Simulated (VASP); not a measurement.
# ZnS (F-43m) in VASP: further runs, part 2 of 2

VASP 6.6.1.

## Step 5: Relaxation of the atoms, PBE (a relaxed cell with its volume scaled by 0.96)

INCAR

```
SYSTEM = ZnS
PREC = Accurate ; ENCUT = 600
EDIFF = 1E-7 ; ISMEAR = 0
SIGMA = 0.03 ; LREAL = .FALSE.
LASPH = .TRUE. ; NELM = 80
ALGO = Fast ; ISIF = 2
LWAVE = .FALSE. ; LCHARG = .FALSE.
GGA = PE ; IBRION = 2
NSW = 40 ; EDIFFG = -0.01
```

KPOINTS

```
Automatic mesh
0
G
  10 10 10
  0 0 0
```

POSCAR

```
ZnS                                     
1.0
    0.0000000000      2.6867124676      2.6867124676
    2.6867124676      0.0000000000      2.6867124676
    2.6867124676      2.6867124676      0.0000000000
  Zn              S             
     1     1
Direct
     0.2500000000000000    0.2500000000000000    0.2500000000000000
     0.0000000000000000    0.0000000000000000    0.0000000000000000
```

Potentials or basis: VASP PAW PBE potentials, release 64 (Zn, S).

Command:

```bash
$ cat potpaw_PBE.64/Zn/POTCAR potpaw_PBE.64/S/POTCAR > POTCAR
$ mpirun -np 1 vasp_std > vasp.out
```

OUTCAR:

```text
SYSTEM = ZnS
   PREC = Accurate
   ENCUT = 600
   EDIFF = 1E-7
   ISMEAR = 0
   LREAL = .FALSE.
   LASPH = .TRUE.
   NELM = 80
   ISIF = 2
   GGA = PE
   IBRION = 2
   NSW = 40
   EDIFFG = -0.01

 ion  position               nearest neighbor table
   1  0.250  0.250  0.250-   2 2.33   2 2.33   2 2.33   2 2.33
   2  0.000  0.000  0.000-   1 2.33   1 2.33   1 2.33   1 2.33

  LATTYP: Found a face centered cubic cell.
 ALAT       =     5.3734249352

[... 566 lines left out ...]
      7      -1.5274      2.00000
      8       0.2299      2.00000
      9       0.4435      2.00000
     10       6.3069      0.00000
     11       6.9876      0.00000
     12      11.1089      0.00000
     13      12.0519      0.00000

 [... further k-points ...]
[... 5 lines left out ...]
  --------------------------------------------------------------------------------------
  -------------------------------------------------------------------------------------
  Total        0.7624684      0.7624684      0.7624684      0.0000000      0.0000000      0.0000000
  in kB       31.4948013     31.4948013     31.4948013      0.0000000      0.0000000      0.0000000
  external PRESSURE =      31.4948013 kB  Pullay stress =       0.0000000 kB

 VOLUME and BASIS-vectors are now :
 -----------------------------------------------------------------------------
  energy-cutoff  :      600.00
  volume of cell :       38.79
      direct lattice vectors                 reciprocal lattice vectors
     0.000000000  2.686712468  2.686712468    -0.186101046  0.186101046  0.186101046
     2.686712468  0.000000000  2.686712468     0.186101046 -0.186101046  0.186101046
     2.686712468  2.686712468  0.000000000     0.186101046  0.186101046 -0.186101046

 POSITION                                       TOTAL-FORCE (eV/Angst)
 -----------------------------------------------------------------------------------
      1.34336      1.34336      1.34336         0.000000      0.000000      0.000000
      0.00000      0.00000      0.00000        -0.000000     -0.000000     -0.000000
 -----------------------------------------------------------------------------------
    total drift:                               -0.000000     -0.000000     -0.000000

  FREE ENERGIE OF THE ION-ELECTRON SYSTEM (eV)
  ---------------------------------------------------
  free  energy   TOTEN  =        -6.8371576799 eV

  energy  without entropy=       -6.8371576799  energy(sigma->0) =       -6.83715768

 reached required accuracy - stopping structural energy minimisation
```

OSZICAR:

```text
N       E                     dE             d eps       ncg     rms          rms(c)
DAV:   1     0.871255405151E+02    0.87126E+02   -0.95864E+03  1222   0.180E+03
DAV:   2    -0.889818795181E+00   -0.88015E+02   -0.83380E+02  1287   0.307E+02
DAV:   3    -0.718015185908E+01   -0.62903E+01   -0.62515E+01  1522   0.759E+01
DAV:   4    -0.726430186610E+01   -0.84150E-01   -0.84102E-01  1367   0.921E+00
DAV:   5    -0.726539667599E+01   -0.10948E-02   -0.10948E-02  1502   0.105E+00    0.708E+00
RMM:   6    -0.686112692038E+01    0.40427E+00   -0.98809E-01  1222   0.108E+01    0.566E+00
RMM:   7    -0.683475455836E+01    0.26372E-01   -0.28297E-01  1222   0.568E+00    0.256E+00
RMM:   8    -0.683766385427E+01   -0.29093E-02   -0.58309E-02  1222   0.226E+00    0.123E+00
RMM:   9    -0.683699991936E+01    0.66393E-03   -0.15505E-02  1222   0.171E+00    0.299E-01
RMM:  10    -0.683695653043E+01    0.43389E-04   -0.46185E-03  1222   0.791E-01    0.855E-02
RMM:  11    -0.683713740585E+01   -0.18088E-03   -0.15132E-03  1298   0.370E-01    0.119E-01
RMM:  12    -0.683715176019E+01   -0.14354E-04   -0.27494E-04  1242   0.153E-01    0.231E-02
RMM:  13    -0.683715629873E+01   -0.45385E-05   -0.43843E-05  1257   0.651E-02    0.233E-02
RMM:  14    -0.683715759634E+01   -0.12976E-05   -0.13481E-05  1204   0.307E-02    0.199E-02
RMM:  15    -0.683715781449E+01   -0.21815E-06   -0.22463E-06  1072   0.138E-02    0.158E-02
RMM:  16    -0.683715763083E+01    0.18366E-06   -0.17768E-06  1179   0.166E-02    0.317E-03
RMM:  17    -0.683715767993E+01   -0.49098E-07   -0.28910E-07   909   0.444E-03
   1 F= -.68371577E+01 E0= -.68371577E+01  d E =-.683716E+01
```

CONTCAR:

```text
ZnS
   1.00000000000000
     0.0000000000000000    2.6867124676000000    2.6867124676000000
     2.6867124676000000    0.0000000000000000    2.6867124676000000
     2.6867124676000000    2.6867124676000000    0.0000000000000000
  Zn              S
     1     1
Direct
     0.2500000000000000    0.2500000000000000    0.2500000000000000
     0.0000000000000000    0.0000000000000000    0.0000000000000000

  0.00000000E+00  0.00000000E+00  0.00000000E+00
  0.00000000E+00  0.00000000E+00  0.00000000E+00
```

It took 60 s on 1 thread of Intel Xeon Platinum 8375C at 2.90GHz (Ice Lake), shared host; peak memory 0.17 GiB.

Results:

| Property | Result |
| --- | --- |
| Free energy | -6.8372 eV |
| Pressure after relaxing | 3.1 GPa |
| Band gap on the k mesh | 2.19 eV, direct |

Final structure:
```yaml
crystal:
  lattice:
    - [0.00000, 2.68671, 2.68671]
    - [2.68671, 0.00000, 2.68671]
    - [2.68671, 2.68671, 0.00000]
  atoms:
    - { symbol: Zn, position: [0.25000, 0.25000, 0.25000] }
    - { symbol: S, position: [0.00000, 0.00000, 0.00000] }
```

Caveat: the relaxation stopped at its first step, so nothing moved.

## Step 6: Relaxation of the atoms, PBE (a relaxed cell with its volume scaled by 0.98)

INCAR is that of step 5.

KPOINTS is that of step 5.

POSCAR

```
ZnS                                     
1.0
    0.0000000000      2.7052421046      2.7052421046
    2.7052421046      0.0000000000      2.7052421046
    2.7052421046      2.7052421046      0.0000000000
  Zn              S             
     1     1
Direct
     0.2500000000000000    0.2500000000000000    0.2500000000000000
     0.0000000000000000    0.0000000000000000    0.0000000000000000
```

Potentials or basis: VASP PAW PBE potentials, release 64 (Zn, S).

Command:

```bash
$ cat potpaw_PBE.64/Zn/POTCAR potpaw_PBE.64/S/POTCAR > POTCAR
$ mpirun -np 1 vasp_std > vasp.out
```

OUTCAR:

```text
SYSTEM = ZnS
   PREC = Accurate
   ENCUT = 600
   EDIFF = 1E-7
   ISMEAR = 0
   LREAL = .FALSE.
   LASPH = .TRUE.
   NELM = 80
   ISIF = 2
   GGA = PE
   IBRION = 2
   NSW = 40
   EDIFFG = -0.01

 ion  position               nearest neighbor table
   1  0.250  0.250  0.250-   2 2.34   2 2.34   2 2.34   2 2.34
   2  0.000  0.000  0.000-   1 2.34   1 2.34   1 2.34   1 2.34

  LATTYP: Found a face centered cubic cell.
 ALAT       =     5.4104842092

[... 566 lines left out ...]
      7      -1.6672      2.00000
      8       0.1025      2.00000
      9       0.3103      2.00000
     10       6.1439      0.00000
     11       6.7672      0.00000
     12      10.8490      0.00000
     13      11.7933      0.00000

 [... further k-points ...]
[... 5 lines left out ...]
  --------------------------------------------------------------------------------------
  -------------------------------------------------------------------------------------
  Total        0.3699846      0.3699846      0.3699846     -0.0000000      0.0000000      0.0000000
  in kB       14.9708295     14.9708295     14.9708295     -0.0000000      0.0000000      0.0000000
  external PRESSURE =      14.9708295 kB  Pullay stress =       0.0000000 kB

 VOLUME and BASIS-vectors are now :
 -----------------------------------------------------------------------------
  energy-cutoff  :      600.00
  volume of cell :       39.60
      direct lattice vectors                 reciprocal lattice vectors
     0.000000000  2.705242105  2.705242105    -0.184826341  0.184826341  0.184826341
     2.705242105  0.000000000  2.705242105     0.184826341 -0.184826341  0.184826341
     2.705242105  2.705242105  0.000000000     0.184826341  0.184826341 -0.184826341

 POSITION                                       TOTAL-FORCE (eV/Angst)
 -----------------------------------------------------------------------------------
      1.35262      1.35262      1.35262         0.000000      0.000000      0.000000
      0.00000      0.00000      0.00000        -0.000000     -0.000000     -0.000000
 -----------------------------------------------------------------------------------
    total drift:                               -0.000001     -0.000001     -0.000001

  FREE ENERGIE OF THE ION-ELECTRON SYSTEM (eV)
  ---------------------------------------------------
  free  energy   TOTEN  =        -6.8487947074 eV

  energy  without entropy=       -6.8487947074  energy(sigma->0) =       -6.84879471

 reached required accuracy - stopping structural energy minimisation
```

OSZICAR:

```text
N       E                     dE             d eps       ncg     rms          rms(c)
DAV:   1     0.866481842503E+02    0.86648E+02   -0.95589E+03  1222   0.177E+03
DAV:   2    -0.119636294632E+01   -0.87845E+02   -0.83126E+02  1302   0.302E+02
DAV:   3    -0.719152681341E+01   -0.59952E+01   -0.59604E+01  1507   0.732E+01
DAV:   4    -0.727508430570E+01   -0.83557E-01   -0.83496E-01  1402   0.908E+00
DAV:   5    -0.727612881630E+01   -0.10445E-02   -0.10445E-02  1472   0.101E+00    0.681E+00
RMM:   6    -0.687183222425E+01    0.40430E+00   -0.97788E-01  1222   0.106E+01    0.547E+00
RMM:   7    -0.684648379378E+01    0.25348E-01   -0.27606E-01  1222   0.558E+00    0.250E+00
RMM:   8    -0.684916699961E+01   -0.26832E-02   -0.54715E-02  1222   0.219E+00    0.120E+00
RMM:   9    -0.684861548512E+01    0.55151E-03   -0.14744E-02  1222   0.166E+00    0.286E-01
RMM:  10    -0.684859986262E+01    0.15622E-04   -0.45102E-03  1222   0.774E-01    0.860E-02
RMM:  11    -0.684877544629E+01   -0.17558E-03   -0.15112E-03  1322   0.375E-01    0.108E-01
RMM:  12    -0.684878896608E+01   -0.13520E-04   -0.25340E-04  1228   0.145E-01    0.219E-02
RMM:  13    -0.684879337204E+01   -0.44060E-05   -0.40643E-05  1253   0.631E-02    0.221E-02
RMM:  14    -0.684879459514E+01   -0.12231E-05   -0.12860E-05  1248   0.300E-02    0.196E-02
RMM:  15    -0.684879487464E+01   -0.27950E-06   -0.21496E-06  1057   0.137E-02    0.164E-02
RMM:  16    -0.684879468041E+01    0.19423E-06   -0.20569E-06  1179   0.180E-02    0.513E-03
RMM:  17    -0.684879470741E+01   -0.27001E-07   -0.29100E-07   923   0.461E-03
   1 F= -.68487947E+01 E0= -.68487947E+01  d E =-.684879E+01
```

Run time: 45 s. Hardware: 1 thread of Intel Xeon Platinum 8375C at 2.90GHz (Ice Lake), shared host; peak memory 0.18 GiB.

What came out:

```yaml
Free_energy: -6.8488 eV
Pressure_after_relaxing: 1.5 GPa
Band_gap_on_the_k_mesh: 2.10 eV, direct
```

Final structure:
```
Zn S
1.0
     0.00000    2.70524    2.70524
     2.70524    0.00000    2.70524
     2.70524    2.70524    0.00000
Zn S
1 1
Direct
  0.25000 0.25000 0.25000
  0.00000 0.00000 0.00000
```

Levels at points of the mesh, in eV from the valence-band top:
```tsv
k point	band 7	band 8	band 9	band 10	band 11	band 12
(0.00, 0.00, 0.00)	0.00	0.00	0.00	2.10	6.40	6.40
(0.50, 0.00, 0.00)	-5.27	-0.86	-0.86	3.30	6.93	6.93
(0.50, 0.50, 0.00)	-4.54	-2.21	-2.21	3.42	4.08	10.95
```

Caveat: the relaxation stopped at its first step, so nothing moved.

## Step 7: Summary

```tsv
task	cell	gap on the mesh (eV)	pressure (GPa)
relaxation of cell and atoms	relaxed	2.01	0.0
relaxation of the atoms	atoms relaxed from: a relaxed cell with its volume scaled by 0.94	2.28	5.0
relaxation of the atoms	atoms relaxed from: a relaxed cell with its volume scaled by 0.96	2.19	3.1
relaxation of the atoms	atoms relaxed from: a relaxed cell with its volume scaled by 0.98	2.10	1.5
```

Alike in all rows: level PBE; potentials or basis VASP PAW PBE potentials, release 64 (Zn, S); no spin polarisation; k mesh 10 × 10 × 10; cutoff (eV) 600; smearing gaussian 0.03 eV.

Caveats: the relaxation stopped at its first step, so nothing moved.

Absolute energies hang on the potentials; compare differences alone.
